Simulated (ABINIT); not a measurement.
The system is BeTe.

```
Te Be
1.0
     0.00000    2.77000    2.77000
     2.77000    0.00000    2.77000
     2.77000    2.77000    0.00000
Te Be
1 1
Cartesian
  4.1550 4.1550 4.1550
  0.0000 0.0000 0.0000
```

Base run:

* Program: ABINIT 10.8.3 (patched build)
* Functional: r2SCAN
* Potentials or basis: JTH PAW PBE v2.0
* Cutoff: 626 eV
* k mesh: 8 × 8 × 8
* Occupations: fermi-dirac, width 0.05 eV
* Spin: no spin polarisation

Its results: band gap on the k mesh 2.19 eV, indirect (least direct gap 4.02 eV); pressure 4.4 GPa.

Problem. The run is repeated on the same cell with these changes: potentials or basis from JTH PAW PBE v2.0 to PseudoDojo NC SR PBE v0.4.1 standard; cutoff from 626 eV to 1442 eV; valence electrons from 10 to 20. What comes out?

Solution. Band gap on the k mesh 2.30 eV, indirect (least direct gap 4.14 eV); pressure 3.9 GPa.

Caveats: spin-orbit coupling is left out, which moves the levels of the heavy elements; the PAW data sets were made with another functional, which shifts forces and pressure a little (some runs); a meta-GGA on potentials with a model core is unreliable (some runs); the potentials were made for another functional, which shifts forces and pressure (some runs).
